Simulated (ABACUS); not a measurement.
# MgO (Fm-3m) in ABACUS: further runs

The runs below take MgO through equation of state, with PBE.

Everything below comes from runs of ABACUS 3.10.1. Logs are shortened: lines on timing, memory, paths and dates and some standing lists are left out, and cuts for length are marked.

**1. Starting point**

It takes space group Fm-3m (No. 225, cubic). The conventional cell has a = 4.194 Å, b = 4.194 Å, c = 4.194 Å, α = 90.00°, β = 90.00°, γ = 90.00°. Around Mg (site symmetry m-3m) lie 6 O at 2.10 Å. Around O (site symmetry m-3m) lie 6 Mg at 2.10 Å.

The cell is a database's computed one.

**2. Equation of state, PBE, 8.67 Å³/atom (volume scaled by 0.94)**

Contents of INPUT:

```
INPUT_PARAMETERS
suffix              MgO
calculation         scf
basis_type          lcao
pseudo_dir          ./
orbital_dir         ./
symmetry            1
dft_functional      pbe
ecutwfc             100
pseudo_rcut         10
nspin               1
nbands              12
ks_solver           genelpa
smearing_method     fd
smearing_sigma      0.00367493
scf_thr             1e-07
scf_nmax            100
mixing_type         broyden
mixing_beta         0.7
cal_force           1
cal_stress          1
out_mul             1
```

Contents of STRU:

```
ATOMIC_SPECIES
Mg 24.3050 Mg.upf
O 15.9990 O.upf

NUMERICAL_ORBITAL
Mg_confined-atom_8au_3s2p1d.orb
O_confined-atom_6au_2s2p1d.orb

LATTICE_CONSTANT
1.8897261246

LATTICE_VECTORS
0.0000000000 2.0541934342 2.0541934342
2.0541934342 0.0000000000 2.0541934342
2.0541934342 2.0541934342 0.0000000000

ATOMIC_POSITIONS
Direct

Mg
0.0
1
0.0000000000 0.0000000000 0.0000000000 1 1 1

O
0.0
1
0.5000000000 0.5000000000 0.5000000000 1 1 1
```

Contents of KPT:

```
K_POINTS
0
Gamma
11 11 11 0 0 0
```

Potentials or basis: PseudoDojo NC SR 0.4.1 PBE standard, DZP LCAO (the cutoffs set its grid).

Command:

```
$ OMP_NUM_THREADS=1 mpirun -np 4 abacus > log
```

running log:

```text
ABACUS v3.10.1

               Atomic-orbital Based Ab-initio Computation at UStc

 ------------------------------------------------------------------------------------

 READING GENERAL INFORMATION
                           global_out_dir = OUT.MgO/
                           global_in_card = INPUT
                               pseudo_dir = ./
                              orbital_dir = ./
                                    DSIZE = 4
                                    GSIZE = 1

 READING UNITCELL INFORMATION
                                    ntype = 2
                  lattice constant (Bohr) = 1.88973
              lattice constant (Angstrom) = 1

 READING ATOM TYPE 1
                               atom label = Mg
                      L=0, number of zeta = 3
                      L=1, number of zeta = 2
                      L=2, number of zeta = 1
             number of atom for this type = 1

 READING ATOM TYPE 2
                               atom label = O
                      L=0, number of zeta = 2
                      L=1, number of zeta = 2
                      L=2, number of zeta = 1
             number of atom for this type = 1

                        TOTAL ATOM NUMBER = 2
DIRECT COORDINATES
    atom                   x                   y                   z     mag                  vx                  vy                  vz
taud_Mg1            0.0000000000        0.0000000000        0.0000000000  0.0000        0.0000000000        0.0000000000        0.0000000000
taud_O1            0.5000000000        0.5000000000        0.5000000000  0.0000        0.0000000000        0.0000000000        0.0000000000

                          Volume (Bohr^3) = 116.991
                             Volume (A^3) = 17.3362

 Lattice vectors: (Cartesian coordinate: in unit of a_0)
                   +0            +2.05419            +2.05419
             +2.05419                  +0            +2.05419
             +2.05419            +2.05419                  +0
 Reciprocal vectors: (Cartesian coordinate: in unit of 2 pi/a_0)
            -0.243405           +0.243405           +0.243405
            +0.243405           -0.243405           +0.243405
            +0.243405           +0.243405           -0.243405
 The esolver type has been set to : ksdft_lcao

                PAO radial cut off (Bohr) = 10

 Read in pseudopotential file is Mg.upf
                     pseudopotential type = NC
          exchange-correlation functional = PBE
                 nonlocal core correction = 0
                        valence electrons = 10
                                     lmax = 1
                           number of zeta = 3
                     number of projectors = 4
                           L of projector = 0
                           L of projector = 0
                           L of projector = 1
                           L of projector = 1
                PAO radial cut off (Bohr) = 10

 Read in pseudopotential file is O.upf
                     pseudopotential type = NC
          exchange-correlation functional = PBE
                 nonlocal core correction = 1
                        valence electrons = 6
                                     lmax = 2
                           number of zeta = 2
                     number of projectors = 5
                           L of projector = 0
                           L of projector = 0
                           L of projector = 1
                           L of projector = 1
                           L of projector = 2
     initial pseudo atomic orbital number = 9

 SETUP THE ELECTRONS NUMBER
            electron number of element Mg = 10
      total electron number of element Mg = 10
             electron number of element O = 6
       total electron number of element O = 6
            AUTOSET number of electrons:  = 16
                           occupied bands = 8
                                   NLOCAL = 27
                                   NBANDS = 12
                                   NBANDS = 12
                                   NLOCAL = 27

%%%%%%%%%%%%%%%%%%%%%%%%%%%%%%%%%%%%%%%%%%%%%%%%%%%%%%%%%%%%%%%%%%%%%%%%%%%%%%%%%%%%%%%%%%%%%%%%%%%%%%%%%%
 Warning: the number of valence electrons in pseudopotential > 2 for Mg: [Ne] 3s2
 Pseudopotentials with additional electrons can yield (more) accurate outcomes, but may be less efficient.
 If you're confident that your chosen pseudopotential is appropriate, you can safely ignore this warning.
%%%%%%%%%%%%%%%%%%%%%%%%%%%%%%%%%%%%%%%%%%%%%%%%%%%%%%%%%%%%%%%%%%%%%%%%%%%%%%%%%%%%%%%%%%%%%%%%%%%%%%%%%%
[... 76 lines left out ...]
                        ROTATION MATRICES = 48
                               nkstot_ibz = 56
K-POINTS REDUCTION ACCORDING TO SYMMETRY
     IBZ    DIRECT_X    DIRECT_Y    DIRECT_Z  WEIGHT  ibz2bz
       1  0.00000000  0.00000000  0.00000000  0.0008       0
       2  0.09090909  0.09090909  0.09090909  0.0060       1
       3  0.18181818  0.18181818  0.18181818  0.0060       2
       4  0.27272727  0.27272727  0.27272727  0.0060       3
       5  0.36363636  0.36363636  0.36363636  0.0060       4
       6  0.45454545  0.45454545  0.45454545  0.0060       5
[... 22 lines left out ...]
      29 -0.36363636  0.36363636  0.36363636  0.0180      40
      30 -0.45454545  0.27272727  0.27272727  0.0090      41
[... 26 further k points ...]

                               nkstot now = 56
[... K-POINTS DIRECT COORDINATES: 56 rows ...]

           k-point number in this process = 56
       minimum distributed K point number = 56
[... stars of the k points ...]

[... K-POINTS CARTESIAN COORDINATES: 56 rows ...]

[... K-POINTS DIRECT COORDINATES: 56 rows ...]

 SETUP PLANE WAVES FOR WAVE FUNCTIONS
     energy cutoff for wavefunc (unit:Ry) = 100
              fft grid for wave functions = [ 36, 36, 36 ]
                    number of plane waves = 2741
                         number of sticks = 253

 PARALLEL PW FOR WAVE FUNCTIONS
     PROC   COLUMNS(POT)             PW
        1             64            688
        2             63            684
        3             63            685
        4             63            684
 --------------- sum -------------------
        4            253           2741

 SET NONLOCAL PSEUDOPOTENTIAL PROJECTORS
 SET NONLOCAL PSEUDOPOTENTIAL PROJECTORS
 max number of nonlocal projetors among all species is 5

 -------------------------------------------
 SELF-CONSISTENT
 -------------------------------------------

 SETUP SEARCHING RADIUS FOR PROGRAM TO SEARCH ADJACENT ATOMS
                  longest orb rcut (Bohr) = 8
   longest nonlocal projector rcut (Bohr) = 1.58
                     search radius (Bohr) = 19.2
              searching radius is (Bohr)) = 19.2
         searching radius unit is (Bohr)) = 1.89
                         PeriodicBoundary = 1
                        Radius(unit:lat0) = 10.1
                                   glayer = [ 6, 6, 6 ]
                             glayer_minus = [ 5, 5, 5 ]

Find the coordinate range of the input atom(unit:lat0).
                                  min_tau = [ -20.5, -20.5, -20.5 ]
                                  max_tau = [ 22.6, 22.6, 22.6 ]
                                BoxNumber = [ 11, 11, 11 ]

 SETUP EXTENDED REAL SPACE GRID FOR GRID INTEGRATION
                          real space grid = [ 36, 36, 36 ]
                 big cell numbers in grid = [ 12, 12, 12 ]
             meshcell numbers in big cell = [ 3, 3, 3 ]
                        extended fft grid = [ 22, 22, 22 ]
                dimension of extened grid = [ 57, 57, 57 ]
                            UnitCellTotal = 125
              Atom number in sub-FFT-grid = 2
    Local orbitals number in sub-FFT-grid = 27
                                ParaV.nnr = 29008
                                 init_chg = atomic

 LCAO ALGORITHM --------------- ION=   1  ELEC=   1--------------------------------

 Density error is 0.110100283627
----------------------------------------------------------
     Energy           Rydberg                 eV
----------------------------------------------------------
 E_KohnSham     -151.9368703479      -2067.2071730189
 E_Harris       -151.1572395366      -2056.5997516491
 E_Fermi        0.8551303306         11.6346450294
----------------------------------------------------------
[... 69 lines left out ...]
 Density error is 9.87458476393e-08
----------------------------------------------------------
     Energy           Rydberg                 eV
----------------------------------------------------------
 E_KohnSham     -152.0803655297      -2069.1595251270
 E_KS(sigma->0) -152.0803655297      -2069.1595251270
 E_Harris       -152.0803631832      -2069.1594932015
 E_band         -20.4586233297       -278.3538505203
 E_one_elec     -70.6448749047       -961.1728332005
 E_Hartree      40.3083105419        548.4227001230
 E_xc           -24.5856597372       -334.5050615155
 E_Ewald        -97.1581414297       -1321.9043305340
 E_entropy(-TS) 0.0000000000         0.0000000000
 E_descf        0.0000000000         0.0000000000
 E_exx          0.0000000000         0.0000000000
 E_Fermi        0.8885894307         12.0898794396
----------------------------------------------------------

 charge density convergence is achieved
 final etot is -2069.1595251 eV
 EFERMI = 12.08987944 eV

 STATE ENERGY(eV) AND OCCUPATIONS    NSPIN == 1
 1/56 kpoint (Cartesian) = 0.0000 0.0000 0.0000 (495 pws)
       1       -63.1775     0.00150263
       2       -29.9320     0.00150263
       3       -29.9320     0.00150263
       4       -29.9320     0.00150263
       5       -8.49489     0.00150263
       6        9.14024     0.00150263
       7        9.14024     0.00150263
       8        9.14024     0.00150263
       9        14.6555    7.79775e-26
      10        27.7954        0.00000
      11        27.7954        0.00000
      12        27.7954        0.00000
[... 57 lines left out ...]
 6/56 kpoint (Cartesian) = 0.11064 0.11064 0.11064 (498 pws)
       1       -63.1652      0.0120210
       2       -30.0447      0.0120210
       3       -29.9432      0.0120210
       4       -29.9432      0.0120210
       5       -6.98570      0.0120210
       6        4.22424      0.0120210
       7        8.41498      0.0120210
       8        8.41498      0.0120210
       9        17.5793    2.51108e-50
      10        22.7559        0.00000
      11        26.3126        0.00000
      12        26.3126        0.00000

[... levels at 50 further k points ...]

 correction force for each atom along direction 1 is 5.09174e-14
 correction force for each atom along direction 2 is 1.97607e-14
 correction force for each atom along direction 3 is 6.88673e-14
------------------------------------------------------------------------------------------
 TOTAL-FORCE (eV/Angstrom)
------------------------------------------------------------------------------------------
                       Mg1         0.0000000000         0.0000000000         0.0000000000
                        O1         0.0000000000         0.0000000000         0.0000000000
------------------------------------------------------------------------------------------

----------------------------------------------------------------
 TOTAL-STRESS (KBAR)
----------------------------------------------------------------
       202.0744442767         0.0000000000        -0.0000000000
         0.0000000000       202.0744442767        -0.0000000000
         0.0000000000        -0.0000000000       202.0744442767
----------------------------------------------------------------
 TOTAL-PRESSURE: 202.074444 KBAR

 --------------------------------------------
 !FINAL_ETOT_IS -2069.1595251270086919 eV
 --------------------------------------------
```

Wall time 4.1 s (4 MPI ranks of INTEL XEON PLATINUM 8581C at 2.10GHz (Emerald Rapids), shared host); peak memory 0.4 GiB.

Results:

```
Free energy            : -2069.1595 eV
Pressure               : 20.2 GPa
Band gap on the k mesh : 5.52 eV, direct
Mulliken charges       : Mg +1.16; O -1.16 e
```

Caveat: the atomic orbitals were generated for these runs and aren't a published set; Mulliken charges move with the basis; the basis of atomic orbitals isn't converged, which shifts pressures, moduli and gaps.

**3. Equation of state, PBE, 8.85 Å³/atom (volume scaled by 0.96)**

INPUT is that of step 2.

STRU: that of step 2 with these lines changed.

```diff
@@ -12,5 +12,5 @@
 LATTICE_VECTORS
-0.0000000000 2.0541934342 2.0541934342
-2.0541934342 0.0000000000 2.0541934342
-2.0541934342 2.0541934342 0.0000000000
+0.0000000000 2.0686600618 2.0686600618
+2.0686600618 0.0000000000 2.0686600618
+2.0686600618 2.0686600618 0.0000000000
```

KPT is that of step 2.

Potentials or basis: PseudoDojo NC SR 0.4.1 PBE standard, DZP LCAO (the cutoffs set its grid).

Command:

```
$ OMP_NUM_THREADS=1 mpirun -np 4 abacus > log
```

Wall time 4.3 s (4 MPI ranks of INTEL XEON PLATINUM 8581C at 2.10GHz (Emerald Rapids), shared host); peak memory 0.4 GiB.

It converged, with:

```yaml
Free_energy: -2069.2007 eV
Pressure: 15.6 GPa
Band_gap_on_the_k_mesh: 5.29 eV, direct
Mulliken_charges: Mg +1.15; O -1.15 e
```

Caveat: the atomic orbitals were generated for these runs and aren't a published set; Mulliken charges move with the basis; the basis of atomic orbitals isn't converged, which shifts pressures, moduli and gaps.

**4. Equation of state, PBE, 9.04 Å³/atom (volume scaled by 0.98)**

INPUT is that of step 3.

STRU: that of step 3 with these lines changed.

```diff
@@ -12,5 +12,5 @@
 LATTICE_VECTORS
-0.0000000000 2.0686600618 2.0686600618
-2.0686600618 0.0000000000 2.0686600618
-2.0686600618 2.0686600618 0.0000000000
+0.0000000000 2.0829271338 2.0829271338
+2.0829271338 0.0000000000 2.0829271338
+2.0829271338 2.0829271338 0.0000000000
```

KPT is that of step 3.

Command:

```
$ OMP_NUM_THREADS=1 mpirun -np 4 abacus > log
```

It took 4.2 s on 4 MPI ranks of INTEL XEON PLATINUM 8581C at 2.10GHz (Emerald Rapids), shared host; peak memory 0.4 GiB.

The run converged. Its results:

```yaml
Free_energy: -2069.2317 eV
Pressure: 11.5 GPa
Band_gap_on_the_k_mesh: 5.07 eV, direct
Mulliken_charges: Mg +1.15; O -1.15 e
```

Caveat: the atomic orbitals were generated for these runs and aren't a published set; Mulliken charges move with the basis; the basis of atomic orbitals isn't converged, which shifts pressures, moduli and gaps.

**5. Equation of state, PBE, 9.22 Å³/atom**

INPUT is that of step 4.

STRU: that of step 4 with these lines changed.

```diff
@@ -12,5 +12,5 @@
 LATTICE_VECTORS
-0.0000000000 2.0829271338 2.0829271338
-2.0829271338 0.0000000000 2.0829271338
-2.0829271338 2.0829271338 0.0000000000
+0.0000000000 2.0970013927 2.0970013927
+2.0970013927 0.0000000000 2.0970013927
+2.0970013927 2.0970013927 0.0000000000
```

KPT is that of step 4.

Command:

```
$ OMP_NUM_THREADS=1 mpirun -np 4 abacus > log
```

Run time: 3.9 s. Hardware: 4 MPI ranks of INTEL XEON PLATINUM 8581C at 2.10GHz (Emerald Rapids), shared host; peak memory 0.4 GiB.

Results (log left out):

| Property | Result |
| --- | --- |
| Free energy | -2069.2538 eV |
| Pressure | 7.7 GPa |
| Band gap on the k mesh | 4.86 eV, direct |
| Mulliken charges | Mg +1.14; O -1.14 e |

Caveat: the atomic orbitals were generated for these runs and aren't a published set; Mulliken charges move with the basis; the basis of atomic orbitals isn't converged, which shifts pressures, moduli and gaps.

**6. Equation of state, PBE, 9.41 Å³/atom (volume scaled by 1.02)**

INPUT is that of step 5.

STRU: that of step 5 with these lines changed.

```diff
@@ -12,5 +12,5 @@
 LATTICE_VECTORS
-0.0000000000 2.0970013927 2.0970013927
-2.0970013927 0.0000000000 2.0970013927
-2.0970013927 2.0970013927 0.0000000000
+0.0000000000 2.1108892239 2.1108892239
+2.1108892239 0.0000000000 2.1108892239
+2.1108892239 2.1108892239 0.0000000000
```

KPT is that of step 5.

Potentials or basis: PseudoDojo NC SR 0.4.1 PBE standard, DZP LCAO (the cutoffs set its grid).

Command:

```
$ OMP_NUM_THREADS=1 mpirun -np 4 abacus > log
```

Wall time 3.9 s (4 MPI ranks of INTEL XEON PLATINUM 8581C at 2.10GHz (Emerald Rapids), shared host); peak memory 0.4 GiB.

The run converged. Its results:

```yaml
Free_energy: -2069.2676 eV
Pressure: 4.3 GPa
Band_gap_on_the_k_mesh: 4.67 eV, direct
Mulliken_charges: Mg +1.13; O -1.13 e
```

Caveat: the atomic orbitals were generated for these runs and aren't a published set; Mulliken charges move with the basis; the basis of atomic orbitals isn't converged, which shifts pressures, moduli and gaps.

**7. Equation of state, PBE, 9.59 Å³/atom (volume scaled by 1.04)**

INPUT is that of step 6.

STRU: that of step 6 with these lines changed.

```diff
@@ -12,5 +12,5 @@
 LATTICE_VECTORS
-0.0000000000 2.1108892239 2.1108892239
-2.1108892239 0.0000000000 2.1108892239
-2.1108892239 2.1108892239 0.0000000000
+0.0000000000 2.1245966808 2.1245966808
+2.1245966808 0.0000000000 2.1245966808
+2.1245966808 2.1245966808 0.0000000000
```

KPT is that of step 6.

Command:

```
$ OMP_NUM_THREADS=1 mpirun -np 4 abacus > log
```

Run time: 4.7 s. Hardware: 4 MPI ranks of INTEL XEON PLATINUM 8581C at 2.10GHz (Emerald Rapids), shared host; peak memory 0.4 GiB.

It converged, with:

```
Free energy            : -2069.2738 eV
Pressure               : 1.2 GPa
Band gap on the k mesh : 4.48 eV, direct
Mulliken charges       : Mg +1.13; O -1.13 e
```

Caveat: the atomic orbitals were generated for these runs and aren't a published set; Mulliken charges move with the basis; the basis of atomic orbitals isn't converged, which shifts pressures, moduli and gaps.

**8. Equation of state, PBE, 9.77 Å³/atom (volume scaled by 1.06)**

INPUT is that of step 7.

STRU: that of step 7 with these lines changed.

```diff
@@ -12,5 +12,5 @@
 LATTICE_VECTORS
-0.0000000000 2.1245966808 2.1245966808
-2.1245966808 0.0000000000 2.1245966808
-2.1245966808 2.1245966808 0.0000000000
+0.0000000000 2.1381295086 2.1381295086
+2.1381295086 0.0000000000 2.1381295086
+2.1381295086 2.1381295086 0.0000000000
```

KPT is that of step 7.

Command:

```
$ OMP_NUM_THREADS=1 mpirun -np 4 abacus > log
```

It took 4 s on 4 MPI ranks of INTEL XEON PLATINUM 8581C at 2.10GHz (Emerald Rapids), shared host; peak memory 0.4 GiB.

It converged, with:

| Item | Value |
| --- | --- |
| Free energy | -2069.2734 eV |
| Pressure | -1.6 GPa |
| Band gap on the k mesh | 4.31 eV, direct |
| Mulliken charges | Mg +1.12; O -1.12 e |

Caveat: the atomic orbitals were generated for these runs and aren't a published set; Mulliken charges move with the basis; the basis of atomic orbitals isn't converged, which shifts pressures, moduli and gaps.

**9. Equation of state, PBE**

Potentials or basis: PseudoDojo NC SR 0.4.1 PBE standard, DZP LCAO (the cutoffs set its grid).

No new run: the results of the series are fitted here.

What came out:

```yaml
Equilibrium_volume: 9.67 Å³/atom
Bulk_modulus: 148 GPa
Pressure_derivative_of_the_bulk_modulus: 4.1
```

Energy against volume, from the lowest point:
```tsv
volume (Å³/atom)	energy (meV/atom)
8.668	57.14
8.853	36.54
9.037	21.05
9.221	9.98
9.406	3.11
9.590	0.00
9.775	0.22
```

Caveat: the atomic orbitals were generated for these runs and aren't a published set; the basis of atomic orbitals isn't converged, which shifts pressures, moduli and gaps.
